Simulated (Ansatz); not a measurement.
# Pb (P6_3/mmc): an equation of state far from equilibrium

An exercise on one series of results from a longer session: the logs are not shown, and one member is left open.

Method: DFT PBE, scalar-relativistic, plane waves, PAW, in Ansatz 0.2.0.

### The structure to begin with

It takes space group P6_3/mmc (No. 194, hexagonal). The conventional cell has a = 3.539 Å, b = 3.539 Å, c = 5.860 Å, α = 90.00°, β = 90.00°, γ = 120.00°. Pb (site symmetry -6m2) has 12 Pb at 3.54 to 3.57 Å as nearest neighbours.

As a file:

```
Pb
1.0
     3.53936    0.00000    0.00000
    -1.76968    3.06518    0.00000
     0.00000    0.00000    5.85993
Pb
2
Direct
  0.33333 0.66667 0.25000
  0.66667 0.33333 0.75000
```

This cell comes from an earlier session at PBE: 31.787 Å³/atom at 0.00 GPa, on a 14×14×8 mesh.

Set-up of the first run:

Contents of input.yaml:

```yaml
crystal:
  lattice:
    - [3.4915287323, 0.0, 0.0]
    - [-1.7457643661, 3.0237525802, 0.0]
    - [0.0, 0.0, 5.780732377]
  atoms:
    - { symbol: Pb, position: [0.3333333333, 0.6666666667, 0.25] }
    - { symbol: Pb, position: [0.6666666667, 0.3333333333, 0.75] }
basis:
  ecutwfc: 420
  ecutrho_ratio: 4
kpoints:
  mp_grid: { grid: [14, 14, 8] }
hamiltonian:
  xc: pbe
scf:
  occupations: { method: gaussian, width: 0.05 }
output:
  forces: true
  stress: true
  eigenvalues: true
relax:
  f_tol: 0.01
  max_steps: 40
  cell: { stress_tol: 0.1, fix: [volume] }
```

Started as:

```
> ansatz run input.yaml --threads 1 --pin off --max-ram 2560MiB --backend cpu --events-out ev --progress --plain --runs-dir out
```

Steps of the session up to this table: Volume × 0.96; Volume × 1.04; Volume × 0.92; Volume × 0.88; Volume × 0.84; Volume × 0.8.

One table of the session follows, with a row left open; its other results are not shown here.

```
volume (Å³/atom)  energy above the lowest (meV/atom)  pressure (GPa)
          25.429                               244.8            15.3
          26.701                               142.7            10.6
          27.972                                73.7             6.9
          29.244                                   ?               ?
          30.515                                 6.8             1.8
          31.787                                 0.0             0.0
          33.058                                 5.9            -1.4
```

Estimate the missing values for volume (Å³/atom) = 29.244.

Worked estimate for «energy above the lowest (meV/atom)». A straight line through the neighbours (27.972, 73.7) and (30.515, 6.8) gives 73.7 + (6.8 − 73.7) × (29.244 − 27.972) / (30.515 − 27.972) = 40.2; a parabola fitted to 4 rows on both sides gives 29.9.

**Answer.** energy above the lowest (meV/atom): 30.8; pressure (GPa): 4.0. In «energy above the lowest (meV/atom)» the line misses by +9.4 and the parabola by -0.9.

Caveats from the session: The k mesh is not the same at all volumes. Other structures may be lower in enthalpy at these pressures.
